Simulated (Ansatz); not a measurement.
## Smearing, entropy and the zero-width energy in Bi₂Te₃

Method: DFT PBEsol, scalar-relativistic, plane waves, PAW (Ansatz).

```
Bi Te
1.0
     2.20850    1.27508    9.94667
    -2.20850    1.27508    9.94667
     0.00000   -2.55016    9.94667
Bi Te
2 3
Direct
  0.81200 0.81200 0.81200
  0.40200 0.40200 0.40200
  0.61100 0.61100 0.61100
  0.20000 0.20000 0.20000
  0.00000 0.00000 0.00000
```

```json
{
 "plane-wave cutoff": "420 eV",
 "Γ-centred k-mesh": "12×12×12",
 "spin treatment": "unpolarised"
}
```

The same metal under several smearings of width σ, on one mesh. F is the free energy, TS the smearing's entropy term for the cell of 5 atoms, and E = F + TS. Gaussian occupations are ½ erfc[(ε − μ)/σ], and N counts both spins. Spin–orbit coupling is left out, which shifts the bands of heavy elements.

```
       rule  σ (eV) F − F(narrowest) (meV/atom) TS (meV/cell)
Fermi–Dirac    0.05                       -0.773         10.175
Fermi–Dirac     0.1                       -4.839         64.337
Fermi–Dirac     0.5                     -239.400       2560.672
   Gaussian    0.05                        0.000          1.303
   Gaussian     0.1                       -0.367          4.963
   Gaussian     0.5                      -26.125        333.435
```

Q: For a density of states N (both spins) that is flat over the smeared range, TS = Nσ²/2 (Gaussian) and (π²/3)Nσ² (Fermi–Dirac). What N does each run give?

A:
```csv
rule,σ (eV),N (states/eV a cell)
Fermi–Dirac,0.05,1.24
Fermi–Dirac,0.1,1.96
Fermi–Dirac,0.5,3.11
Gaussian,0.05,1.04
Gaussian,0.1,0.99
Gaussian,0.5,2.67
```

Equal entropy needs σ_Gauss = π√(2/3) σ_FD = 2.57 σ_FD, so a Fermi–Dirac width acts like a Gaussian one 2.57 times as large. At moderate widths N lies between 0.99 and 1.96. The drift shows structure in the density of states within the smeared window (a rise with width points to a dip at the Fermi level, a fall to a peak or a steep flank), or a mesh too coarse for the narrower widths. At the narrowest widths only the few mesh levels within σ of μ count, so N can scatter there.

Q: To second order F = E0 − TS/2 and E = E0 + TS/2. How well does E0 = (E + F)/2 undo the smearing?

A:
```
       rule  σ (eV) F − E0(narrowest) (meV/atom) (E + F)/2 − E0(narrowest) (meV/atom)
Fermi–Dirac    0.05                         -0.90                                  0.11
Fermi–Dirac     0.1                         -4.97                                  1.46
Fermi–Dirac     0.5                       -239.53                                 16.54
   Gaussian    0.05                         -0.13                                  0.00
   Gaussian     0.1                         -0.50                                  0.00
   Gaussian     0.5                        -26.26                                  7.09
```

At Fermi–Dirac 0.1 eV the free energy is off by -4.97 meV/atom and the mean by 1.46. What remains is of order σ⁴ plus the mesh error of the narrowest run, which is no exact reference. Forces and stress are derivatives of F, not of E0, so they keep the σ² error.

This form isn't the usual stable structure of the compound.